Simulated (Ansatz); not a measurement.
**Mn: a slab and its surfaces, (111), 1 layers**

Aim: cut a slab of Mn (111), 1 layers from the relaxed bulk, relax it, and get surface energy and work function. Methods of the runs shown: LAPW. Companion runs by PAW are cited. Its runs: bulk in the slab's orientation (LAPW); the reference run (LAPW); vacuum of 22 Å (LAPW); field of 0.1 V/Å along the normal (LAPW).

Computed with Ansatz 0.2.0 (DFT, PBE, all-electron LAPW, scalar-relativistic, unless a step's input says otherwise).

## (1) The system as given

It takes space group Fm-3m (No. 225, cubic). Conventional cell: a = 3.503 Å, b = 3.503 Å, c = 3.503 Å, α = 90.00°, β = 90.00°, γ = 90.00°. Around Mn (site symmetry m-3m) lie 12 Mn at 2.48 Å.

Structure file:

```cif
data_structure
_symmetry_space_group_name_H-M 'Fm-3m'
_symmetry_Int_Tables_number 225
_cell_length_a 3.5027
_cell_length_b 3.5027
_cell_length_c 3.5027
_cell_angle_alpha 90.000
_cell_angle_beta 90.000
_cell_angle_gamma 90.000
_cell_volume 42.97
loop_
_atom_site_label
_atom_site_type_symbol
_atom_site_symmetry_multiplicity
_atom_site_Wyckoff_symbol
_atom_site_fract_x
_atom_site_fract_y
_atom_site_fract_z
_atom_site_occupancy
Mn1 Mn 4 a 0.00000 0.00000 0.00000 1
```

The file gives the conventional cell by its symmetry; the runs use the cell typed in the input.

Atoms are numbered in the order of the input: Mn1, Mn2, Mn3.

## (2) Bulk in the slab's orientation, LAPW

input.yaml reads:

```yaml
crystal:
  lattice:
    - [0.0, 1.7513318152, -1.7513318152]
    - [-1.7513318152, 0.0, 1.7513318152]
    - [3.5026636304, 3.5026636304, 3.5026636304]
  atoms:
    - { symbol: Mn, position: [0.0, 0.0, 0.0], spin: 3.0 }
    - { symbol: Mn, position: [0.333333333, 0.666666667, 0.333333333], spin: 3.0 }
    - { symbol: Mn, position: [0.666666667, 0.333333333, 0.666666667], spin: 3.0 }
magnetization:
  spin_polarized: true
kpoints:
  mp_grid: { grid: [19, 19, 7] }
scf:
  occupations: { method: fermi_dirac, width: 0.05 }
hamiltonian:
  xc: pbe
  pseudopotentials: { kind: all_electron, lapw: { basis_error: 0.001 } }
output:
  forces: true
  stress: true
  eigenvalues: true
```

On the command line:

```
> ansatz run input.yaml --threads 2 --pin off --max-ram 6144MiB --backend cpu --events-out ev --progress --plain --runs-dir out
```

## (4) Slab as cut, LAPW

input.yaml reads:

```yaml
crystal:
  lattice:
    - [2.4767572053, 0.0, 0.0]
    - [-1.2383786026, 2.1449346588, 0.0]
    - [0.0, 0.0, 16.0]
  atoms:
    - { symbol: Mn, position: [0.0, 0.0, 0.5], spin: 3.0 }
magnetization:
  spin_polarized: true
kpoints:
  mp_grid: { grid: [19, 19, 1] }
scf:
  occupations: { method: fermi_dirac, width: 0.05 }
hamiltonian:
  xc: pbe
  pseudopotentials: { kind: all_electron, lapw: { basis_error: 0.001 } }
output:
  forces: true
  stress: true
  eigenvalues: true
  populations: true
  dos: { projected: true, de: 0.2, e_range: [-14, 8] }
efield:
  axis: 3
  amplitude: 0
  dipole_correction: true
```

## (5) Vacuum of 22 Å, LAPW

input.yaml, as its differences from that of step 4:

```diff
@@ -4,3 +4,3 @@
     - [-1.2383786026, 2.1449346588, 0.0]
-    - [0.0, 0.0, 16.0]
+    - [0.0, 0.0, 22.0]
   atoms:
@@ -20,4 +20,2 @@
   eigenvalues: true
-  populations: true
-  dos: { projected: true, de: 0.2, e_range: [-14, 8] }
 efield:
```

## (6) Field of 0.1 V/Å along the normal, LAPW

input.yaml, as its differences from that of step 5:

```diff
@@ -4,3 +4,3 @@
     - [-1.2383786026, 2.1449346588, 0.0]
-    - [0.0, 0.0, 22.0]
+    - [0.0, 0.0, 16.0]
   atoms:
@@ -22,3 +22,3 @@
   axis: 3
-  amplitude: 0
+  amplitude: 0.1
   dipole_correction: true
```

(Steps that only read results are left out.)

What does the calculation give? Wanted: surface energy; work function (for each run or level that gives them).

**Answer**, as computed:

| quantity | value |
| --- | --- |
| surface energy (LAPW, cut) | 2.87 J/m² |
| work function (LAPW, cut) | 4.41 eV |
| surface energy (PAW, cut) | 2.87 J/m² |
| work function (PAW, cut) | 4.40 eV |

In words: Vacuum of 22 Å moves the work function by less than 0.01 eV (LAPW). The field of 0.1 V/Å along the normal induces a dipole of 0.010 e·Å per cell (LAPW). Vacuum of 22 Å moves the work function by less than 0.01 eV (PAW). The field of 0.1 V/Å along the normal induces a dipole of 0.010 e·Å per cell (PAW). Thickness wasn't converged, and no reconstruction was sought. The magnetic state is the one reached from the start moments in this cell; it needn't be the ground state.
